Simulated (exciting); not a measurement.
# Sb (R-3m) in exciting: single point with PBEsol

Aim: the single point of Sb with PBEsol.

Everything below comes from runs of exciting (release sodium). Logs are shortened: lines on timing, memory, paths and dates and some standing lists are left out, and cuts for length are marked.

### Step 1. Starting point

Symmetry: R-3m, No. 166, trigonal system. Conventional cell: a = 4.308 Å, b = 4.308 Å, c = 11.274 Å, α = 90.00°, β = 90.00°, γ = 120.00°. Around Sb (site symmetry 3m) lie 3 Sb at 2.91 Å.

### Step 2. Single point, PBEsol

Input file input.xml:

```xml
<input>
  <title>Sb</title>
  <structure speciespath="./" tshift="false">
    <crystal scale="1">
      <basevect>4.070848017669 2.350305198853 7.101590776344</basevect>
      <basevect>-4.070848017669 2.350305198853 7.101590776344</basevect>
      <basevect>0.000000000000 -4.700610397707 7.101590776344</basevect>
    </crystal>
    <species speciesfile="Sb.xml" rmt="2.3">
      <atom coord="0.766510000000 0.766510000000 0.766510000000"/>
      <atom coord="0.233490000000 0.233490000000 0.233490000000"/>
    </species>
  </structure>
  <groundstate do="fromscratch" ngridk="5 5 5" rgkmax="8" gmaxvr="14" lmaxapw="10" lmaxmat="10" lmaxvr="8" xctype="GGA_PBE_SOL" stype="Gaussian" swidth="0.00036749" nempty="10" ValenceRelativity="iora*" epsengy="1e-05" epspot="1e-05" maxscl="60" tforce="true" outputlevel="low"/>
  <properties>
    <chargedensityplot>
      <plot3d>
        <box grid="23 23 23">
          <origin coord="0 0 0"/>
          <point coord="1 0 0"/>
          <point coord="0 1 0"/>
          <point coord="0 0 1"/>
        </box>
      </plot3d>
    </chargedensityplot>
    <elfplot>
      <plot3d>
        <box grid="23 23 23">
          <origin coord="0 0 0"/>
          <point coord="1 0 0"/>
          <point coord="0 1 0"/>
          <point coord="0 0 1"/>
        </box>
      </plot3d>
    </elfplot>
    <exccplot>
      <plot3d>
        <box grid="23 23 23">
          <origin coord="0 0 0"/>
          <point coord="1 0 0"/>
          <point coord="0 1 0"/>
          <point coord="0 0 1"/>
        </box>
      </plot3d>
    </exccplot>
  </properties>
</input>
```

Potentials or basis: all-electron LAPW+lo, shipped species files, valence relativity iora*.

Started as:

```sh
$ OMP_NUM_THREADS=1 exciting_smp
```

INFO.OUT:

```text
================================================================================
EXCITING SODIUM started
[... 10 lines left out ...]

 Lattice vectors (cartesian) :
      4.0708480177      2.3503051989      7.1015907763
     -4.0708480177      2.3503051989      7.1015907763
      0.0000000000     -4.7006103977      7.1015907763

 Reciprocal lattice vectors (cartesian) :
      0.7717292908      0.4455581138      0.2949191482
     -0.7717292908      0.4455581138      0.2949191482
      0.0000000000     -0.8911162275      0.2949191482

 Unit cell volume                           :     407.6768428234
 Brillouin zone volume                      :       0.6084481319

 Species :    1 (Sb)
     parameters loaded from                 :    Sb.xml
     name                                   :    antimony

     atomic positions (lattice) :
       1 :   0.76651000  0.76651000  0.76651000
       2 :   0.23349000  0.23349000  0.23349000

 Total number of atoms per unit cell        :       2

 Spin treatment                             :    spin-unpolarised

 Number of Bravais lattice symmetries       :      12
 Number of crystal symmetries               :      12

 k-point grid                               :       5    5    5
 Total number of k-points                   :      19
 k-point set is reduced with crystal symmetries

 R^MT_min * |G+k|_max (rgkmax)              :       8.00000000

 G-vector grid sizes                        :      40    40    40
 Total number of G-vectors                  :   18829

 Total nuclear charge                       :    -102.00000000
 Total electronic charge                    :     102.00000000

 Number of empty states                     :      10
 Total number of valence states             :      26

 Exchange-correlation type                  :      22
     PBEsol, Phys. Rev. Lett. 100, 136406 (2008)
     Generalised gradient approximation (GGA)

 Smearing scheme                            :    Gaussian
 Smearing width                             :       0.00036749

++++++++++++++++++++++++++++++++++++++++++++++++++++++++++++++++++++++++++++++++
+ Ending initialization                                                        +
++++++++++++++++++++++++++++++++++++++++++++++++++++++++++++++++++++++++++++++++

********************************************************************************
* Groundstate module started                                                   *
********************************************************************************
 Output level for this task is set to low

++++++++++++++++++++++++++++++++++++++++++++++++++++++++++++++++++++++++++++++++
[... 5 lines left out ...]
+ SCF iteration number :    1                                                  +
++++++++++++++++++++++++++++++++++++++++++++++++++++++++++++++++++++++++++++++++
 Total energy                               :    -12958.86062475
 _______________________________________________________________
 Fermi energy                               :         0.25086120
 DOS at Fermi energy (states/Ha/cell)       :         0.00000000
 Electron charge: Core leakage              :         0.00764560

 Estimated fundamental gap                  :         0.01412553
        valence-band maximum at   11      0.4000  0.2000  0.2000
     conduction-band minimum at    3      0.4000  0.0000  0.0000

++++++++++++++++++++++++++++++++++++++++++++++++++++++++++++++++++++++++++++++++
+ SCF iteration number :    2                                                  +
++++++++++++++++++++++++++++++++++++++++++++++++++++++++++++++++++++++++++++++++
 Total energy                               :    -12960.08333189
 _______________________________________________________________
 Fermi energy                               :         0.24848358
 DOS at Fermi energy (states/Ha/cell)       :         0.00000000
 Electron charge: Core leakage              :         0.00761059

 Estimated fundamental gap                  :         0.01409450
        valence-band maximum at   11      0.4000  0.2000  0.2000
     conduction-band minimum at    3      0.4000  0.0000  0.0000

 RMS change in effective potential (target) :  0.327313E-01  ( 0.100000E-04)
 Absolute change in total energy   (target) :   1.22271      ( 0.100000E-04)
 Charge distance                   (target) :  0.309854E-03  ( 0.100000E-04)
 Abs. change in max-nonIBS-force   (target) :  0.336685E-01  ( 0.500000E-04)

++++++++++++++++++++++++++++++++++++++++++++++++++++++++++++++++++++++++++++++++
+ SCF iteration number :    3                                                  +
++++++++++++++++++++++++++++++++++++++++++++++++++++++++++++++++++++++++++++++++
 Total energy                               :    -12960.79471004
 _______________________________________________________________
 Fermi energy                               :         0.24657699
 DOS at Fermi energy (states/Ha/cell)       :         0.00000000
 Electron charge: Core leakage              :         0.00758959

 Estimated fundamental gap                  :         0.01408238
        valence-band maximum at   11      0.4000  0.2000  0.2000
     conduction-band minimum at    3      0.4000  0.0000  0.0000

 RMS change in effective potential (target) :  0.242211E-01  ( 0.100000E-04)
 Absolute change in total energy   (target) :  0.711378      ( 0.100000E-04)
 Charge distance                   (target) :  0.183720E-03  ( 0.100000E-04)
 Abs. change in max-nonIBS-force   (target) :  0.129015      ( 0.500000E-04)

++++++++++++++++++++++++++++++++++++++++++++++++++++++++++++++++++++++++++++++++
+ SCF iteration number :    4                                                  +
++++++++++++++++++++++++++++++++++++++++++++++++++++++++++++++++++++++++++++++++
 Total energy                               :    -12961.05940087
 _______________________________________________________________
 Fermi energy                               :         0.24172025
 DOS at Fermi energy (states/Ha/cell)       :         0.00000000
 Electron charge: Core leakage              :         0.00757902

 Estimated fundamental gap                  :         0.01410812
        valence-band maximum at   11      0.4000  0.2000  0.2000
     conduction-band minimum at    3      0.4000  0.0000  0.0000

 RMS change in effective potential (target) :  0.218394E-02  ( 0.100000E-04)
 Absolute change in total energy   (target) :  0.264691      ( 0.100000E-04)
 Charge distance                   (target) :  0.239802E-03  ( 0.100000E-04)
 Abs. change in max-nonIBS-force   (target) :  0.933212E-02  ( 0.500000E-04)

++++++++++++++++++++++++++++++++++++++++++++++++++++++++++++++++++++++++++++++++
+ SCF iteration number :    5                                                  +
++++++++++++++++++++++++++++++++++++++++++++++++++++++++++++++++++++++++++++++++
 Total energy                               :    -12961.71441052
 _______________________________________________________________
 Fermi energy                               :         0.24154341
 DOS at Fermi energy (states/Ha/cell)       :         0.00000000
 Electron charge: Core leakage              :         0.00756173
[... 91 lines left out ...]
 Estimated fundamental gap                  :         0.01408489
        valence-band maximum at   11      0.4000  0.2000  0.2000
     conduction-band minimum at    3      0.4000  0.0000  0.0000

 RMS change in effective potential (target) :  0.612147E-08  ( 0.100000E-04)
 Absolute change in total energy   (target) :  0.191881E-04  ( 0.100000E-04)
 Charge distance                   (target) :  0.114489E-07  ( 0.100000E-04)
 Abs. change in max-nonIBS-force   (target) :  0.382203E-05  ( 0.500000E-04)

++++++++++++++++++++++++++++++++++++++++++++++++++++++++++++++++++++++++++++++++
+ SCF iteration number :   11                                                  +
++++++++++++++++++++++++++++++++++++++++++++++++++++++++++++++++++++++++++++++++
 Total energy                               :    -12961.65933243
 _______________________________________________________________
 Fermi energy                               :         0.24155406
 DOS at Fermi energy (states/Ha/cell)       :         0.00000000
 Electron charge: Core leakage              :         0.00756297

 Estimated fundamental gap                  :         0.01408489
        valence-band maximum at   11      0.4000  0.2000  0.2000
     conduction-band minimum at    3      0.4000  0.0000  0.0000

 RMS change in effective potential (target) :  0.149709E-08  ( 0.100000E-04)
 Absolute change in total energy   (target) :  0.172491E-05  ( 0.100000E-04)
 Charge distance                   (target) :  0.977275E-09  ( 0.100000E-04)
 Abs. change in max-nonIBS-force   (target) :  0.189624E-06  ( 0.500000E-04)

++++++++++++++++++++++++++++++++++++++++++++++++++++++++++++++++++++++++++++++++
+ SCF iteration number :   12                                                  +
++++++++++++++++++++++++++++++++++++++++++++++++++++++++++++++++++++++++++++++++
 Total energy                               :    -12961.65933267
 _______________________________________________________________
 Fermi energy                               :         0.24155406
 DOS at Fermi energy (states/Ha/cell)       :         0.00000000
 Electron charge: Core leakage              :         0.00756297

 Estimated fundamental gap                  :         0.01408489
        valence-band maximum at   11      0.4000  0.2000  0.2000
     conduction-band minimum at    3      0.4000  0.0000  0.0000

 RMS change in effective potential (target) :  0.463739E-09  ( 0.100000E-04)
 Absolute change in total energy   (target) :  0.239443E-06  ( 0.100000E-04)
 Charge distance                   (target) :  0.907058E-10  ( 0.100000E-04)
 Abs. change in max-nonIBS-force   (target) :  0.638963E-08  ( 0.500000E-04)

++++++++++++++++++++++++++++++++++++++++++++++++++++++++++++++++++++++++++++++++
| Convergency criteria checked for the last 2 iterations                       +
| Convergence targets achieved. Performing final SCF iteration                 +
++++++++++++++++++++++++++++++++++++++++++++++++++++++++++++++++++++++++++++++++
 Total energy                               :    -12961.65933404
 _______________________________________________________________
 Fermi energy                               :         0.24155406
 DOS at Fermi energy (states/Ha/cell)       :         0.00000000
 Electron charge: Core leakage              :         0.00756297

 Estimated fundamental gap                  :         0.01408489
        valence-band maximum at   11      0.4000  0.2000  0.2000
     conduction-band minimum at    3      0.4000  0.0000  0.0000

++++++++++++++++++++++++++++++++++++++++++++++++++++++++++++++++++++++++++++++++
+ Self-consistent loop stopped                                                 +
++++++++++++++++++++++++++++++++++++++++++++++++++++++++++++++++++++++++++++++++
 STATE.OUT is written

--------------------------------------------------------------------------------
- Writing atomic positions and forces                                          -
--------------------------------------------------------------------------------

 Atomic positions (lattice) :
 atom     1  Sb  :     0.76651000    0.76651000    0.76651000
 atom     2  Sb  :     0.23349000    0.23349000    0.23349000

 Total atomic forces including IBS (cartesian) :
 atom     1  Sb  :    -0.00000000    0.00000000   -0.00018056
 atom     2  Sb  :     0.00000000   -0.00000000    0.00018056

 Atomic force components including IBS (cartesian) :
 atom     1  Sb  :    -0.00000000    0.00000000   -0.19724903   HF force
                 :     0.00000000   -0.00000000    0.32215921   core correction
                 :    -0.00000000    0.00000000   -0.12509075   IBS correction
 atom     2  Sb  :     0.00000000   -0.00000000    0.19724903   HF force
                 :    -0.00000000    0.00000000   -0.32215921   core correction
                 :     0.00000000   -0.00000000    0.12509075   IBS correction

********************************************************************************
[... 7 lines left out ...]
| EXCITING SODIUM stopped                                                      =
================================================================================
```

It took 51 s on 1 thread of Intel Xeon 6975P-C (Granite Rapids), shared host; peak memory 0.15 GiB.

Results:

```yaml
Free_energy: -352704.7185 eV
Largest_force: 0.009 eV/Å
Band_gap_on_the_k_mesh: 0.38 eV, indirect (least direct gap 0.73 eV)
```

Forces in eV/Å, atoms in the order of the input:
```
Sb   0.000  0.000 -0.009
Sb   0.000  0.000  0.009
```

Caveat: rgkmax is low for these elements, so energy differences scatter by about 1 meV per atom; spin-orbit coupling is left out, which moves the levels of the heavy elements; an odd mesh through Γ misses points on the zone boundary, where band edges often lie.
